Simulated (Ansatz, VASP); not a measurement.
**One calculation of Co, two programs**

```
Co
1.0
     2.48737    0.00000    0.00000
    -1.24368    2.15412    0.00000
     0.00000    0.00000    4.06329
Co
2
Direct
  0.66667 0.33333 0.25986
  0.33333 0.66667 0.74014
```

Alike in both runs: task single point; functional LDA; k mesh 11 × 11 × 6; occupations fermi-dirac, width 0.1 eV; collinear spin.

```csv
,VASP,Ansatz
version,VASP 6.6.1,Ansatz 0.2.0
potentials or method,"VASP PAW LDA potentials, release 64 (Co), cutoff 520 eV",all-electron (LAPW or listed datasets)
```

Ansatz gave:

| Item | Value |
| --- | --- |
| net moment per atom (μB) | 1.55 |
| size of the moment on the site where the two differ most (μB) | 1.60 |

Which values does VASP return?

net moment per atom (μB): 1.54; size of the moment on the site where the two differ most (μB): 1.54.

Site moments also hang on the region over which each program counts them. Ansatz ran all-electron here, so the differences hold the error of VASP's frozen core and of both bases. Ansatz warned: «given_moment_on_shells».
